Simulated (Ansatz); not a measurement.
# Gd (R-3m) in Ansatz: convergence with k mesh

Aim: find how far k mesh must go before the results for Gd settle, at PBE. This setting moves, with any that are tied to it; all else stays.

Program: Ansatz 0.2.0. These are calculated values, not measurements. Logs are shortened: lines on timing, memory, paths and dates and some standing lists are left out, and cuts for length are marked.

## 1. Starting point

The structure is trigonal, space group R-3m (No. 166). The conventional cell has a = 3.650 Å, b = 3.650 Å, c = 26.707 Å, α = 90.00°, β = 90.00°, γ = 120.00°. Around Gd (site symmetry 3m) lie 12 Gd at 3.62 to 3.67 Å. Gd (site symmetry -3m) has 12 Gd at 3.62 to 3.65 Å as nearest neighbours.

This isn't the form of Gd at room conditions, which is hcp.

## 2. With k mesh 3 × 3 × 3

Contents of input.yaml:

```yaml
crystal:
  lattice:
    - [1.8248561918, 1.0535812136, 8.90239077]
    - [-1.8248561918, 1.0535812136, 8.90239077]
    - [0.0, -2.1071624271, 8.90239077]
  atoms:
    - { symbol: Gd, position: [0.7770889, 0.7770889, 0.7770889], spin: 7.0 }
    - { symbol: Gd, position: [0.2229111, 0.2229111, 0.2229111], spin: 7.0 }
    - { symbol: Gd, position: [0.0, 0.0, 0.0], spin: 7.0 }
hamiltonian:
  xc: pbe
  pseudopotentials: { kind: paw }
magnetization:
  spin_polarized: true
kpoints:
  mp_grid: { grid: [3, 3, 3] }
scf:
  occupations: { method: methfessel_paxton, width: 0.05 }
output:
  forces: true
  stress: true
  eigenvalues: true
```

Potentials or basis: Ansatz PAW.

The run is started by

```
$ ansatz run input.yaml --threads 2 --pin off --max-ram 5632MiB --backend cpu --events-out ev --progress --plain --runs-dir out
```

What it wrote:

```text
Warning: RAYON_NUM_THREADS=2 ignored (pool sized by the plan → 2); use --threads N
basis.fft_grid_basis auto: the FFT boxes are laid along the combinations [[1, 0, -1], [0, 1, -1], [0, 0, 1]] of the cell's own vectors, 3.650, 3.650 and 9.148 Å long. The dense box has 25×25×64 points. Along the cell's own vectors, as sized, it would have 64×64×64, 6.55 times as many. Of the 12 symmetry operations that the crystal satisfies within crystal.symmetry.tolerance (time reversal apart; of a slab, those that keep its plane) the dense box along the cell's own vectors carries 12, and the one as laid loses 8 of those. basis.fft_grid_basis: typed keeps the cell's own vectors: state it where this run's energies or levels are differenced outside the engine with another run's, or held beside a run that keeps those vectors.
Engine: ansatz 0.2.0, x86_64-unknown-linux-gnu
Pseudopotentials: kind: paw
Pseudopotential: Gd, paw, valence charge 18, recommended cutoff 420 eV (normal), Gd.paw.azcp
Functional definition: PBE
  parameter kappa = 0.804
  parameter beta = 0.06672455060314922
  exchange = pbe_x(kappa = kappa, mu = beta*pi^2/3)
  correlation = pbe_c(beta = beta)
Crystal: 3 atoms, lattice volume = 102.696 Å³
Basis set: ecut = 420 eV, 2003 PW (Γ), FFT grids on a1−a3, a2−a3, a3, exchange–correlation on 50×50×128 points (8 copies of the dense FFT grid, shifted against one another)
Bands: 45, of which v1, the nominal top of the filled ones, is band 27 counted from 1 (26 counted from 0)
Symmetry: 12 space group operations
[... 47 lines left out ...]
  E_band       = -119.274007
  E_kinetic    = 1202.391168
  E_local      = -6475.922411  (includes V_loc(G=0)·N_el)
  E_nonlocal   = 873.647802
  E_hartree    = 2674.627991
  E_xc         = -696.254292
  E_vxc        = -754.222136  (∫ρ·V_xc dr)
  E_paw        = -19350.611003  (= ΣΔE_a)
  E_vpaw       = -314.413958  (= ΣTr[D̂ρ^β])
  E_aug_tail   = 0.000000  (compensation charges beyond the density's cutoff)
  E_ewald      = -6224.430479
  E_smearing   = -0.000012  (= −TS)
  E_closure    = 0.000000  (closes the sum)
  Σ components = -27996.551235   (vs F -27996.551235, Δ=0.00e0)
--- Forces (eV/Å), atoms counted from 1 ---
  atom   1  Gd     0.00000000     0.00000000     0.15309292
  atom   2  Gd     0.00000000    -0.00000000    -0.15309292
  atom   3  Gd     0.00000000     0.00000000     0.00000000
  max |Σ_I F_I| component: 4.21e-30 eV/Å
--- Stress (GPa, compression-positive) ---
       -2.480164       0.000000       0.000000
        0.000000      -2.480164       0.000000
        0.000000       0.000000      -2.095202
  P = ⅓ Tr σ = -2.3518 GPa (-23.518 kbar)
--- Band table (eV; the first three rows and the last of 12) ---
  k-point 0 ↑: bands = ["-33.4480", "-33.4196", "-33.3335", "-11.0128", "-10.9683", "-10.6483", "-10.6483", "-10.6197", "-10.6197", "-10.5133", "-10.5133", "-10.5005", "6.8086", "7.0224", "7.0344", "7.0727", "7.1078", "7.1078", "7.1146", "7.1146", "7.1218", "7.1345", "7.1482", "7.1482", "7.1552", "7.1552", "7.1694", "7.1713", "7.1724", "7.2159", "7.2159", "7.2204", "7.2204", "7.2553", "8.8556", "8.9137", "12.0756", "12.2008", "13.0184", "13.0184", "13.1640", "13.1733", "13.1733", "13.5133", "13.5133"]
  k-point 1 ↑: bands = ["-33.4140", "-33.3986", "-33.3096", "-11.0757", "-11.0302", "-10.9371", "-10.8407", "-10.7436", "-10.7195", "-10.7064", "-10.5834", "-10.5752", "7.0733", "7.0816", "7.0858", "7.0924", "7.0964", "7.1044", "7.1078", "7.1196", "7.1248", "7.1347", "7.1359", "7.1585", "7.1663", "7.1667", "7.1715", "7.1829", "7.1855", "7.2017", "7.2127", "7.2258", "7.2312", "8.8427", "9.8117", "10.3615", "11.0509", "11.1279", "11.8766", "12.6442", "12.8663", "13.0939", "13.2657", "14.8040", "15.0901"]
  k-point 2 ↑: bands = ["-33.4134", "-33.3992", "-33.3095", "-11.0570", "-11.0534", "-10.9500", "-10.8158", "-10.7567", "-10.7168", "-10.6865", "-10.5903", "-10.5854", "7.0731", "7.0797", "7.0858", "7.0920", "7.0995", "7.1026", "7.1119", "7.1171", "7.1217", "7.1372", "7.1468", "7.1538", "7.1543", "7.1677", "7.1712", "7.1812", "7.1918", "7.2019", "7.2130", "7.2246", "7.2327", "8.9512", "9.6446", "10.2786", "10.9218", "11.5151", "11.9262", "12.4168", "12.8139", "13.2151", "13.5314", "14.0497", "15.1509"]
  k-point 5 ↓: bands = ["-30.2485", "-30.2361", "-30.1951", "-8.7407", "-8.7315", "-8.6572", "-8.6387", "-8.3848", "-8.3039", "-8.3011", "-8.2468", "-8.2412", "9.9020", "10.1111", "11.3469", "11.7250", "11.9058", "12.1250", "12.1635", "12.1977", "12.2316", "12.3020", "12.3093", "12.3140", "12.3141", "12.3277", "12.3408", "12.3451", "12.3678", "12.3841", "12.4123", "12.4238", "12.4254", "12.4403", "12.4627", "12.5015", "12.5033", "12.8290", "13.0119", "13.7750", "13.8597", "14.2575", "14.4716", "15.3086", "16.5423"]
```

It took 14 s on 2 threads of Intel Xeon at 2.50GHz (Skylake/Cascade Lake), shared host; peak memory 0.43 GiB.

Results:

* Free energy: -27996.5512 eV
* Pressure: -2.4 GPa
* Largest force: 0.153 eV/Å
* Band gap on the k mesh: none (metal or under the smearing width)
* Net moment: 22.44 μB per cell
* Absolute moment: 22.44 μB per cell
* Site moments: Gd +7.31, +7.13 μB

## 3. With k mesh 4 × 4 × 4

input.yaml: that of step 2 with these lines changed.

```diff
@@ -15,3 +15,3 @@
 kpoints:
-  mp_grid: { grid: [3, 3, 3] }
+  mp_grid: { grid: [4, 4, 4] }
 scf:
```

Potentials or basis: Ansatz PAW.

The run is started by

```
$ ansatz run input.yaml --threads 2 --pin off --max-ram 5632MiB --backend cpu --events-out ev --progress --plain --runs-dir out
```

It took 22 s on 2 threads of Intel Xeon at 2.50GHz (Skylake/Cascade Lake), shared host; peak memory 0.49 GiB.

Results:

```yaml
Free_energy: -27996.5412 eV
Pressure: -0.4 GPa
Largest_force: 0.061 eV/Å
Band_gap_on_the_k_mesh: none (metal or under the smearing width)
Net_moment: 22.93 μB per cell
Absolute_moment: 22.93 μB per cell
Site_moments: Gd +7.36 μB
```

## 4. With k mesh 5 × 5 × 5

input.yaml: that of step 3 with these lines changed.

```diff
@@ -15,3 +15,3 @@
 kpoints:
-  mp_grid: { grid: [4, 4, 4] }
+  mp_grid: { grid: [5, 5, 5] }
 scf:
```

The run is started by

```
$ ansatz run input.yaml --threads 2 --pin off --max-ram 5632MiB --backend cpu --events-out ev --progress --plain --runs-dir out
```

Wall time 24 s (2 threads of Intel Xeon at 2.50GHz (Skylake/Cascade Lake), shared host); peak memory 0.52 GiB.

What came out:

* Free energy: -27996.5848 eV
* Pressure: -0.5 GPa
* Largest force: 0.106 eV/Å
* Band gap on the k mesh: none (metal or under the smearing width)
* Net moment: 23.00 μB per cell
* Absolute moment: 23.00 μB per cell
* Site moments: Gd +7.38 μB

## 5. With k mesh 6 × 6 × 6

input.yaml: that of step 4 with these lines changed.

```diff
@@ -15,3 +15,3 @@
 kpoints:
-  mp_grid: { grid: [5, 5, 5] }
+  mp_grid: { grid: [6, 6, 6] }
 scf:
```

The run is started by

```
$ ansatz run input.yaml --threads 2 --pin off --max-ram 5632MiB --backend cpu --events-out ev --progress --plain --runs-dir out
```

It took 43 s on 2 threads of Intel Xeon at 2.50GHz (Skylake/Cascade Lake), shared host; peak memory 0.59 GiB.

Results:

```yaml
Free_energy: -27996.5723 eV
Pressure: -0.5 GPa
Largest_force: 0.118 eV/Å
Band_gap_on_the_k_mesh: none (metal or under the smearing width)
Net_moment: 23.13 μB per cell
Absolute_moment: 23.13 μB per cell
Site_moments: Gd +7.39, +7.43 μB
```

## 6. With k mesh 8 × 8 × 8

input.yaml: that of step 5 with these lines changed.

```diff
@@ -15,3 +15,3 @@
 kpoints:
-  mp_grid: { grid: [6, 6, 6] }
+  mp_grid: { grid: [8, 8, 8] }
 scf:
```

Potentials or basis: Ansatz PAW.

The run is started by

```
$ ansatz run input.yaml --threads 2 --pin off --max-ram 5632MiB --backend cpu --events-out ev --progress --plain --runs-dir out
```

Wall time 66 s (2 threads of Intel Xeon at 2.50GHz (Skylake/Cascade Lake), shared host); peak memory 0.74 GiB.

It converged, with:

```
Free energy            : -27996.5750 eV
Pressure               : -0.7 GPa
Largest force          : 0.117 eV/Å
Band gap on the k mesh : none (metal or under the smearing width)
Net moment             : 22.84 μB per cell
Absolute moment        : 22.84 μB per cell
Site moments           : Gd +7.34, +7.35 μB
```

## 7. With k mesh 10 × 10 × 10

input.yaml: that of step 6 with these lines changed.

```diff
@@ -15,3 +15,3 @@
 kpoints:
-  mp_grid: { grid: [8, 8, 8] }
+  mp_grid: { grid: [10, 10, 10] }
 scf:
```

The run is started by

```
$ ansatz run input.yaml --threads 2 --pin off --max-ram 5632MiB --backend cpu --events-out ev --progress --plain --runs-dir out
```

It took 1.9 min on 2 threads of Intel Xeon at 2.50GHz (Skylake/Cascade Lake), shared host; peak memory 0.97 GiB.

Results (log left out):

```yaml
Free_energy: -27996.5723 eV
Pressure: -0.6 GPa
Largest_force: 0.119 eV/Å
Band_gap_on_the_k_mesh: none (metal or under the smearing width)
Net_moment: 23.00 μB per cell
Absolute_moment: 23.00 μB per cell
Site_moments: Gd +7.38 μB
```

## 8. With k mesh 12 × 12 × 12

input.yaml: that of step 7 with these lines changed.

```diff
@@ -15,3 +15,3 @@
 kpoints:
-  mp_grid: { grid: [10, 10, 10] }
+  mp_grid: { grid: [12, 12, 12] }
 scf:
```

The run is started by

```
$ ansatz run input.yaml --threads 2 --pin off --max-ram 5632MiB --backend cpu --events-out ev --progress --plain --runs-dir out
```

Wall time 3.2 min (2 threads of Intel Xeon at 2.50GHz (Skylake/Cascade Lake), shared host); peak memory 1.3 GiB.

The run converged. Its results:

- Free energy: -27996.5735 eV
- Pressure: -0.5 GPa
- Largest force: 0.103 eV/Å
- Band gap on the k mesh: none (metal or under the smearing width)
- Net moment: 23.08 μB per cell
- Absolute moment: 23.08 μB per cell
- Site moments: Gd +7.39, +7.40 μB

## 9. With k mesh 14 × 14 × 14

input.yaml: that of step 8 with these lines changed.

```diff
@@ -15,3 +15,3 @@
 kpoints:
-  mp_grid: { grid: [12, 12, 12] }
+  mp_grid: { grid: [14, 14, 14] }
 scf:
```

Potentials or basis: Ansatz PAW.

The run is started by

```
$ ansatz run input.yaml --threads 2 --pin off --max-ram 5632MiB --backend cpu --events-out ev --progress --plain --runs-dir out
```

Run time: 6 min. Hardware: 2 threads of Intel Xeon at 2.50GHz (Skylake/Cascade Lake), shared host; peak memory 1.7 GiB.

It converged, with:

```yaml
Free_energy: -27996.5717 eV
Pressure: -0.6 GPa
Largest_force: 0.112 eV/Å
Band_gap_on_the_k_mesh: none (metal or under the smearing width)
Net_moment: 23.01 μB per cell
Absolute_moment: 23.01 μB per cell
Site_moments: Gd +7.38, +7.39 μB
```

## 10. Result

| k mesh | energy less the tightest run, at zero smearing (meV/atom) | pressure (GPa) | largest force (eV/Å) | absolute moment (μB) | SCF cycles | CPU time (s) | peak memory (GiB) |
| --- | --- | --- | --- | --- | --- | --- | --- |
| 3 × 3 × 3 | 6.80 | -2.35 | 0.153 | 22.44 | 16 | 16 | 0.43 |
| 4 × 4 × 4 | 10.21 | -0.40 | 0.061 | 22.93 | 19 | 30 | 0.49 |
| 5 × 5 × 5 | -4.57 | -0.51 | 0.106 | 23.00 | 15 | 37 | 0.52 |
| 6 × 6 × 6 | -0.24 | -0.54 | 0.118 | 23.13 | 27 | 78 | 0.59 |
| 8 × 8 × 8 | -1.15 | -0.65 | 0.117 | 22.84 | 17 | 120 | 0.74 |
| 10 × 10 × 10 | -0.23 | -0.56 | 0.119 | 23.00 | 18 | 210 | 0.97 |
| 12 × 12 × 12 | -0.64 | -0.51 | 0.103 | 23.08 | 20 | 360 | 1.3 |
| 14 × 14 × 14 | 0.00 | -0.56 | 0.112 | 23.01 | 21 | 660 | 1.7 |

Against the tightest run, the energy stays within 1 meV/atom from 10 × 10 × 10 on; the pressure stays within 0.1 GPa from 5 × 5 × 5 on. Not settled before the last step: the largest force (to 0.005 eV/Å), the absolute moment (to 0.02 μB). Meshes of other sizes hit other points, so gaps and Fermi surfaces needn't settle smoothly. The tightest run that finished is the yardstick and may itself not be fully converged.

Caveats: spin-orbit coupling is left out, which moves the levels of the heavy elements.
